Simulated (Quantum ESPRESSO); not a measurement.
# CuAu3 (Pm-3m) in Quantum ESPRESSO: equation of state

How stiff is CuAu3 in PBEsol, and what volume does it want? The cell is scaled to several volumes.

Program: Quantum ESPRESSO 7.5. These are calculated values, not measurements. Logs are shortened: lines on timing, memory, paths and dates and some standing lists are left out, and cuts for length are marked.

## Step 1: The structure

Symmetry: Pm-3m, No. 221, cubic system. The conventional cell has a = 3.980 Å, b = 3.980 Å, c = 3.980 Å, α = 90.00°, β = 90.00°, γ = 90.00°. Au (site symmetry 4/mmm) is surrounded by 8 Au at 2.81 Å and 4 Cu at 2.81 Å. Cu (site symmetry m-3m) is surrounded by 12 Au at 2.81 Å.

## Step 2: Single point, PBEsol, 14.82 Å³/atom

Contents of pw.in:

```
&CONTROL
  calculation = 'scf'
  prefix = 'pwscf'
  outdir = './tmp'
  pseudo_dir = './pseudo'
  tprnfor = .true.
  tstress = .true.
  disk_io = 'nowf'
/
&SYSTEM
  ibrav = 0
  nat = 4
  ntyp = 2
  ecutwfc = 56
  ecutrho = 448
  nbnd = 36
  occupations = 'smearing'
  smearing = 'fd'
  degauss = 0.00367493
/
&ELECTRONS
  conv_thr = 8d-10
  electron_maxstep = 120
  mixing_beta = 0.5
/
ATOMIC_SPECIES
Au   196.9666 au_pbesol_v1.uspp.F.UPF
Cu    63.5460 cu_pbesol_v1.2.uspp.F.UPF
CELL_PARAMETERS angstrom
   3.8987527127    0.0000000000    0.0000000000
   0.0000000000    3.8987527127    0.0000000000
   0.0000000000    0.0000000000    3.8987527127
ATOMIC_POSITIONS crystal
Au     0.5000000000    0.5000000000    0.0000000000
Au     0.5000000000    0.0000000000    0.5000000000
Au     0.0000000000    0.5000000000    0.5000000000
Cu     0.0000000000    0.0000000000    0.0000000000
K_POINTS automatic
7 7 7 0 0 0
```

Potentials or basis: GBRV 1.5 PBEsol.

The run is started by

```
OMP_NUM_THREADS=1 mpirun -n 2 pw.x -nk 2 -in pw.in > pw.out
```

pw.out:

```text
This program is part of the open-source Quantum ESPRESSO suite
     for quantum simulation of materials; please cite
         "P. Giannozzi et al., J. Phys.:Condens. Matter 21 395502 (2009);
         "P. Giannozzi et al., J. Phys.:Condens. Matter 29 465901 (2017);
         "P. Giannozzi et al., J. Chem. Phys. 152 154105 (2020);
     in publications or presentations arising from this work. More details at

     Message from routine setup:
     using ibrav=0 with symmetry is DISCOURAGED, use correct ibrav instead

     K-points division:     npool     =       2
     Subspace diagonalization in iterative solution of the eigenvalue problem:
     a serial algorithm will be used

     G-vector sticks info
     --------------------
     sticks:   dense  smooth     PW     G-vecs:    dense   smooth      PW
     Sum        1933     973    293                63989    22647    3695

     Using Slab Decomposition

     bravais-lattice index     =            0
     lattice parameter (alat)  =       7.3676  a.u.
     unit-cell volume          =     399.9205 (a.u.)^3
     number of atoms/cell      =            4
     number of atomic types    =            2
     number of electrons       =        52.00
     number of Kohn-Sham states=           36
     kinetic-energy cutoff     =      56.0000  Ry
     charge density cutoff     =     448.0000  Ry
     scf convergence threshold =      8.0E-10
     mixing beta               =       0.5000
     number of iterations used =            8  plain     mixing
     Exchange-correlation= SLA  PW   PSX  PSC
                           (   1   4  10   8   0   0   0)

     celldm(1)=   7.367575  celldm(2)=   0.000000  celldm(3)=   0.000000
     celldm(4)=   0.000000  celldm(5)=   0.000000  celldm(6)=   0.000000

     crystal axes: (cart. coord. in units of alat)
               a(1) = (   1.000000   0.000000   0.000000 )
               a(2) = (   0.000000   1.000000   0.000000 )
               a(3) = (   0.000000   0.000000   1.000000 )

     reciprocal axes: (cart. coord. in units 2 pi/alat)
               b(1) = (  1.000000  0.000000  0.000000 )
               b(2) = (  0.000000  1.000000  0.000000 )
               b(3) = (  0.000000  0.000000  1.000000 )

     PseudoPot. # 1 for Au read from file:
     au_pbesol_v1.uspp.F.UPF
     Pseudo is Ultrasoft + core correction, Zval = 11.0
     Generated by new atomic code, or converted to UPF format
     Using radial grid of  985 points,  7 beta functions with:
                l(1) =   0
                l(2) =   0
                l(3) =   1
                l(4) =   1
                l(5) =   2
                l(6) =   2
                l(7) =   3
     Q(r) pseudized with  6 coefficients,  rinner =    1.900   1.900   1.900
                                                       1.900   1.900   1.900
                                                       1.900

     PseudoPot. # 2 for Cu read from file:
     cu_pbesol_v1.2.uspp.F.UPF
     Pseudo is Ultrasoft + core correction, Zval = 19.0
     Generated by new atomic code, or converted to UPF format
     Using radial grid of  867 points,  6 beta functions with:
                l(1) =   0
                l(2) =   0
                l(3) =   1
                l(4) =   1
                l(5) =   2
                l(6) =   2
     Q(r) pseudized with  8 coefficients,  rinner =    1.150   1.150   1.150
                                                       1.150   1.150

     atomic species   valence    mass     pseudopotential
     Au               11.00   196.96660     Au( 1.00)
     Cu               19.00    63.54600     Cu( 1.00)

     48 Sym. Ops., with inversion, found

   Cartesian axes

     site n.     atom                  positions (alat units)
         1        Au     tau(   1) = (   0.5000000   0.5000000   0.0000000  )
         2        Au     tau(   2) = (   0.5000000   0.0000000   0.5000000  )
         3        Au     tau(   3) = (   0.0000000   0.5000000   0.5000000  )
         4        Cu     tau(   4) = (   0.0000000   0.0000000   0.0000000  )

     number of k points=    20  Fermi-Dirac smearing, width (Ry)=  0.0037
                       cart. coord. in units 2pi/alat
        k(    1) = (   0.0000000   0.0000000   0.0000000), wk =   0.0058309
        k(    2) = (   0.0000000   0.0000000   0.1428571), wk =   0.0349854
        k(    3) = (   0.0000000   0.0000000   0.2857143), wk =   0.0349854
        k(    4) = (   0.0000000   0.0000000   0.4285714), wk =   0.0349854
        k(    5) = (   0.0000000   0.1428571   0.1428571), wk =   0.0699708
        k(    6) = (   0.0000000   0.1428571   0.2857143), wk =   0.1399417
[... 12 lines left out ...]
        k(   19) = (   0.2857143   0.4285714   0.4285714), wk =   0.1399417
        k(   20) = (   0.4285714   0.4285714   0.4285714), wk =   0.0466472

     Dense  grid:    63989 G-vectors     FFT dimensions: (  50,  50,  50)

     Smooth grid:    22647 G-vectors     FFT dimensions: (  36,  36,  36)

     Check: negative core charge=   -0.000001

     Initial potential from superposition of free atoms

     starting charge      50.9997, renormalised to      52.0000
     Starting wfcs are   40 randomized atomic wfcs

     Self-consistent Calculation

     iteration #  1     ecut=    56.00 Ry     beta= 0.50
     Davidson diagonalization with overlap
     ethr =  1.00E-02,  avg # of iterations =  4.2

     total energy              =    -746.66473783 Ry
     estimated scf accuracy    <       2.44407815 Ry

     iteration #  2     ecut=    56.00 Ry     beta= 0.50
     Davidson diagonalization with overlap
     ethr =  4.70E-03,  avg # of iterations =  3.0

     total energy              =    -744.71188571 Ry
     estimated scf accuracy    <      22.83266457 Ry

     iteration #  3     ecut=    56.00 Ry     beta= 0.50
     Davidson diagonalization with overlap
     ethr =  4.70E-03,  avg # of iterations =  2.5

     total energy              =    -747.80740594 Ry
     estimated scf accuracy    <       0.77242724 Ry

     iteration #  4     ecut=    56.00 Ry     beta= 0.50
     Davidson diagonalization with overlap
     ethr =  1.49E-03,  avg # of iterations =  1.0

     total energy              =    -747.74008875 Ry
     estimated scf accuracy    <       0.36056322 Ry

     iteration #  5     ecut=    56.00 Ry     beta= 0.50
     Davidson diagonalization with overlap
     ethr =  6.93E-04,  avg # of iterations =  1.9

     total energy              =    -747.76161235 Ry
     estimated scf accuracy    <       0.03148924 Ry

     iteration #  6     ecut=    56.00 Ry     beta= 0.50
     Davidson diagonalization with overlap
     ethr =  6.06E-05,  avg # of iterations =  3.6

     total energy              =    -747.76318217 Ry
     estimated scf accuracy    <       0.00487165 Ry

     iteration #  7     ecut=    56.00 Ry     beta= 0.50
     Davidson diagonalization with overlap
     ethr =  9.37E-06,  avg # of iterations =  3.7
[... 25 lines left out ...]
     iteration # 11     ecut=    56.00 Ry     beta= 0.50
     Davidson diagonalization with overlap
     ethr =  2.58E-08,  avg # of iterations =  2.0

     total energy              =    -747.76340306 Ry
     estimated scf accuracy    <       0.00000135 Ry

     iteration # 12     ecut=    56.00 Ry     beta= 0.50
     Davidson diagonalization with overlap
     ethr =  2.59E-09,  avg # of iterations =  1.8

     total energy              =    -747.76340320 Ry
     estimated scf accuracy    <       0.00000005 Ry

     iteration # 13     ecut=    56.00 Ry     beta= 0.50
     Davidson diagonalization with overlap
     ethr =  8.82E-11,  avg # of iterations =  4.2

     total energy              =    -747.76340322 Ry
     estimated scf accuracy    <          1.4E-09 Ry

     iteration # 14     ecut=    56.00 Ry     beta= 0.50
     Davidson diagonalization with overlap
     ethr =  2.69E-12,  avg # of iterations =  4.2

     total energy              =    -747.76340322 Ry
     estimated scf accuracy    <          1.3E-09 Ry

     iteration # 15     ecut=    56.00 Ry     beta= 0.50
     Davidson diagonalization with overlap
     ethr =  2.47E-12,  avg # of iterations =  2.0

     End of self-consistent calculation

          k = 0.0000 0.0000 0.0000 (  2801 PWs)   bands (ev):

   -94.8172 -52.3816 -52.3816 -52.3816   6.3789   8.8639   9.7865   9.7865
     9.7865   9.9121   9.9121  12.5965  12.5965  12.5965  14.0034  14.0034
    15.0930  15.2909  15.2909  15.5006  15.5006  15.5006  15.5256  15.5256
    15.5256  17.8234  17.8234  17.8234  23.5033  23.5033  24.3069  26.9037
    26.9037  26.9037  28.4474  28.4474

          k = 0.0000 0.0000 0.1429 (  2849 PWs)   bands (ev):

   -94.8172 -52.3816 -52.3816 -52.3816   6.6327   9.0209   9.8580   9.9253
     9.9253   9.9541  10.1073  12.4855  12.6272  12.6272  13.8225  14.0375
    14.7172  14.7172  14.8943  15.1761  15.2387  15.3507  15.3507  15.5010
    15.5257  16.5254  18.7972  18.7972  23.4323  23.5782  25.5154  26.8955
    26.8955  27.0544  27.6829  28.4964

          k = 0.0000 0.0000 0.2857 (  2834 PWs)   bands (ev):

   -94.8172 -52.3818 -52.3816 -52.3816   7.3510   9.4236  10.0152  10.0425
    10.3309  10.3309  10.6398  12.2134  12.6112  12.6112  13.3267  13.6269
    13.6269  14.0803  14.3561  14.3708  14.9647  14.9647  14.9961  15.1259
    15.5020  15.5262  20.5307  20.5307  22.9824  23.2601  25.9758  25.9758
    26.5552  27.0957  28.8569  29.5750

          k = 0.0000 0.0000 0.4286 (  2830 PWs)   bands (ev):

   -94.8172 -52.3818 -52.3816 -52.3816   8.3011   9.6676  10.0211  10.2288
    10.9318  10.9318  11.2628  11.9584  12.0623  12.0623  12.7438  12.9694
    13.2671  13.2671  13.5934  14.2794  14.6310  14.6310  14.7765  15.0192
    15.5029  15.5265  22.4099  22.4099  22.5928  23.1092  24.3582  24.3582
    25.9391  27.1739  31.4893  31.4893

          k = 0.0000 0.1429 0.1429 (  2837 PWs)   bands (ev):

   -94.8172 -52.3817 -52.3816 -52.3816   6.8784   9.1757   9.9293  10.0047
    10.0609  10.0777  10.2681  12.3024  12.6346  12.7435  13.7560  13.9581
    14.0147  14.3452  14.7744  14.8498  15.1471  15.1742  15.2457  15.3452
    15.4295  17.4230  17.6410  19.5345  23.2133  24.8169  25.4390  25.9092
    27.1778  27.5679  27.9595  28.2104

          k = 0.0000 0.1429 0.2857 (  2829 PWs)   bands (ev):

   -94.8172 -52.3818 -52.3817 -52.3816   7.5747   9.5776  10.1214  10.1479
    10.3683  10.4491  10.7771  11.9912  12.5336  12.8100  12.8857  13.3485
    13.4995  13.8766  14.2869  14.3913  14.9092  14.9122  15.0302  15.2336
    15.3966  15.8613  18.9921  21.0885  22.4106  24.5685  24.9484  26.4285
    27.3911  27.8315  29.0015  29.1011
[... 83 lines left out ...]
   -94.8172 -52.3818 -52.3817 -52.3817   8.6295   9.8744  10.2461  10.2461
    10.8927  11.5044  11.5044  11.8565  12.0501  12.0501  12.7982  12.8743
    12.8743  13.4639  13.4639  14.1126  14.7819  14.7819  15.1968  15.3574
    15.3574  17.7782  18.0270  18.0270  22.1558  22.1558  22.6873  27.2896
    29.6733  29.6733  29.7811  31.8364

          k = 0.2857 0.2857 0.4286 (  2844 PWs)   bands (ev):

   -94.8172 -52.3818 -52.3817 -52.3817   9.0772   9.7309   9.8713  10.2382
    11.1901  11.5404  11.6504  12.0390  12.2609  12.4001  12.5080  12.8610
    12.9449  13.4170  13.5072  14.1185  14.9394  14.9527  15.0923  15.2761
    15.2765  15.9551  18.6936  18.7163  20.6600  21.1033  23.8150  25.4722
    30.0783  30.4992  31.3365  32.0409

          k = 0.2857 0.4286 0.4286 (  2831 PWs)   bands (ev):

   -94.8172 -52.3818 -52.3818 -52.3817   9.2637   9.5618   9.6005   9.7997
    11.5276  11.5472  11.9590  12.0859  12.4518  12.6095  12.6747  13.1244
    13.1319  13.5086  13.7739  14.2038  14.8083  15.0098  15.1726  15.2320
    15.5142  16.5302  16.8795  17.8398  20.8436  21.8130  22.3668  23.6705
    30.8840  31.7509  32.2621  32.5515

          k = 0.4286 0.4286 0.4286 (  2848 PWs)   bands (ev):

   -94.8172 -52.3817 -52.3817 -52.3817   9.1925   9.2766   9.3848   9.3848
    11.6198  11.6198  11.7881  12.2753  12.5652  12.5652  13.0909  13.0909
    14.2485  14.2485  14.4554  14.8453  15.1225  15.1913  15.1913  15.3198
    15.3198  16.4135  16.5681  16.5681  20.5400  20.5400  21.1914  22.1425
    31.9005  32.2403  32.2403  32.2784

     the Fermi energy is    17.0212 ev

!    total energy              =    -747.76340322 Ry
     estimated scf accuracy    <          1.7E-11 Ry
     smearing contrib. (-TS)   =      -0.00082098 Ry
     internal energy E=F+TS    =    -747.76258224 Ry

     The total energy is F=E-TS. E is the sum of the following terms:
     one-electron contribution =    -285.45965877 Ry
     hartree contribution      =     197.63958819 Ry
     xc contribution           =    -224.57591263 Ry
     ewald contribution        =    -435.36659904 Ry

     convergence has been achieved in  15 iterations

     Forces acting on atoms (cartesian axes, Ry/au):

     atom    1 type  1   force =     0.00000000    0.00000000    0.00000000
     atom    2 type  1   force =     0.00000000    0.00000000    0.00000000
     atom    3 type  1   force =     0.00000000    0.00000000    0.00000000
     atom    4 type  2   force =     0.00000000    0.00000000    0.00000000

     Total force =     0.000000     Total SCF correction =     0.000000

     Computing stress (Cartesian axis) and pressure

          total   stress  (Ry/bohr**3)                   (kbar)     P=      111.38
   0.00075717   0.00000000   0.00000000          111.38        0.00        0.00
   0.00000000   0.00075717   0.00000000            0.00      111.38        0.00
   0.00000000   0.00000000   0.00075717            0.00        0.00      111.38

=------------------------------------------------------------------------------=
   JOB DONE.
=------------------------------------------------------------------------------=
```

Run time: 34 s. Hardware: 2 MPI ranks of Arm Neoverse V2, shared host; peak memory 0.56 GiB.

What came out:

- Free energy: -10173.8394 eV
- Pressure: 11.1 GPa
- Band gap on the k mesh: none (metal or under the smearing width)

## Step 3: Single point, PBEsol, 15.13 Å³/atom

pw.in, as its differences from that of step 2:

```diff
@@ -29,5 +29,5 @@
 CELL_PARAMETERS angstrom
-   3.8987527127    0.0000000000    0.0000000000
-   0.0000000000    3.8987527127    0.0000000000
-   0.0000000000    0.0000000000    3.8987527127
+   3.9262096223    0.0000000000    0.0000000000
+   0.0000000000    3.9262096223    0.0000000000
+   0.0000000000    0.0000000000    3.9262096223
 ATOMIC_POSITIONS crystal
```

Potentials or basis: GBRV 1.5 PBEsol.

The run is started by

```
OMP_NUM_THREADS=1 mpirun -n 2 pw.x -nk 2 -in pw.in > pw.out
```

It took 36 s on 2 MPI ranks of Arm Neoverse V2, shared host; peak memory 0.56 GiB.

It converged, with:

* Free energy: -10173.9090 eV
* Pressure: 6.4 GPa
* Band gap on the k mesh: none (metal or under the smearing width)

## Step 4: Single point, PBEsol, 15.45 Å³/atom

pw.in, as its differences from that of step 3:

```diff
@@ -29,5 +29,5 @@
 CELL_PARAMETERS angstrom
-   3.9262096223    0.0000000000    0.0000000000
-   0.0000000000    3.9262096223    0.0000000000
-   0.0000000000    0.0000000000    3.9262096223
+   3.9532877857    0.0000000000    0.0000000000
+   0.0000000000    3.9532877857    0.0000000000
+   0.0000000000    0.0000000000    3.9532877857
 ATOMIC_POSITIONS crystal
```

The run is started by

```
OMP_NUM_THREADS=1 mpirun -n 2 pw.x -nk 2 -in pw.in > pw.out
```

Run time: 35 s. Hardware: 2 MPI ranks of Arm Neoverse V2, shared host; peak memory 0.58 GiB.

It converged, with:

* Free energy: -10173.9438 eV
* Pressure: 2.3 GPa
* Band gap on the k mesh: none (metal or under the smearing width)

## Step 5: Single point, PBEsol, 15.76 Å³/atom

pw.in, as its differences from that of step 4:

```diff
@@ -29,5 +29,5 @@
 CELL_PARAMETERS angstrom
-   3.9532877857    0.0000000000    0.0000000000
-   0.0000000000    3.9532877857    0.0000000000
-   0.0000000000    0.0000000000    3.9532877857
+   3.9800000000    0.0000000000    0.0000000000
+   0.0000000000    3.9800000000    0.0000000000
+   0.0000000000    0.0000000000    3.9800000000
 ATOMIC_POSITIONS crystal
```

The run is started by

```
OMP_NUM_THREADS=1 mpirun -n 2 pw.x -nk 2 -in pw.in > pw.out
```

It took 36 s on 2 MPI ranks of Arm Neoverse V2, shared host; peak memory 0.6 GiB.

Results (log left out):

```
Free energy            : -10173.9481 eV
Pressure               : -1.3 GPa
Band gap on the k mesh : none (metal or under the smearing width)
```

## Step 6: Single point, PBEsol, 16.08 Å³/atom

pw.in, as its differences from that of step 5:

```diff
@@ -29,5 +29,5 @@
 CELL_PARAMETERS angstrom
-   3.9800000000    0.0000000000    0.0000000000
-   0.0000000000    3.9800000000    0.0000000000
-   0.0000000000    0.0000000000    3.9800000000
+   4.0063583840    0.0000000000    0.0000000000
+   0.0000000000    4.0063583840    0.0000000000
+   0.0000000000    0.0000000000    4.0063583840
 ATOMIC_POSITIONS crystal
```

Potentials or basis: GBRV 1.5 PBEsol.

The run is started by

```
OMP_NUM_THREADS=1 mpirun -n 2 pw.x -nk 2 -in pw.in > pw.out
```

Wall time 39 s (2 MPI ranks of Arm Neoverse V2, shared host); peak memory 0.6 GiB.

It converged, with:

* Free energy: -10173.9258 eV
* Pressure: -4.5 GPa
* Band gap on the k mesh: none (metal or under the smearing width)

## Step 7: Single point, PBEsol, 16.39 Å³/atom

pw.in, as its differences from that of step 6:

```diff
@@ -29,5 +29,5 @@
 CELL_PARAMETERS angstrom
-   4.0063583840    0.0000000000    0.0000000000
-   0.0000000000    4.0063583840    0.0000000000
-   0.0000000000    0.0000000000    4.0063583840
+   4.0323744272    0.0000000000    0.0000000000
+   0.0000000000    4.0323744272    0.0000000000
+   0.0000000000    0.0000000000    4.0323744272
 ATOMIC_POSITIONS crystal
```

The run is started by

```
OMP_NUM_THREADS=1 mpirun -n 2 pw.x -nk 2 -in pw.in > pw.out
```

Wall time 38 s (2 MPI ranks of Arm Neoverse V2, shared host); peak memory 0.62 GiB.

It converged, with:

- Free energy: -10173.8803 eV
- Pressure: -7.2 GPa
- Band gap on the k mesh: none (metal or under the smearing width)

## Step 8: Single point, PBEsol, 16.71 Å³/atom

pw.in, as its differences from that of step 7:

```diff
@@ -29,5 +29,5 @@
 CELL_PARAMETERS angstrom
-   4.0323744272    0.0000000000    0.0000000000
-   0.0000000000    4.0323744272    0.0000000000
-   0.0000000000    0.0000000000    4.0323744272
+   4.0580590332    0.0000000000    0.0000000000
+   0.0000000000    4.0580590332    0.0000000000
+   0.0000000000    0.0000000000    4.0580590332
 ATOMIC_POSITIONS crystal
```

The run is started by

```
OMP_NUM_THREADS=1 mpirun -n 2 pw.x -nk 2 -in pw.in > pw.out
```

Run time: 39 s. Hardware: 2 MPI ranks of Arm Neoverse V2, shared host; peak memory 0.62 GiB.

The run converged. Its results:

```yaml
Free_energy: -10173.8147 eV
Pressure: -9.6 GPa
Band_gap_on_the_k_mesh: none (metal or under the smearing width)
```

## Step 9: Equation of state, PBEsol

Potentials or basis: GBRV 1.5 PBEsol.

No new run: the results of the series are fitted here.

Results:

| Item | Value |
| --- | --- |
| Equilibrium volume | 15.65 Å³/atom |
| Bulk modulus | 176 GPa |
| Pressure derivative of the bulk modulus | 5.7 |

Energy against volume, from the lowest point:
| volume (Å³/atom) | energy (meV/atom) |
| --- | --- |
| 14.816 | 27.19 |
| 15.131 | 9.79 |
| 15.446 | 1.09 |
| 15.761 | 0.00 |
| 16.076 | 5.58 |
| 16.392 | 16.95 |
| 16.707 | 33.36 |

The run has no spin-orbit coupling, so splittings on Au are missing.
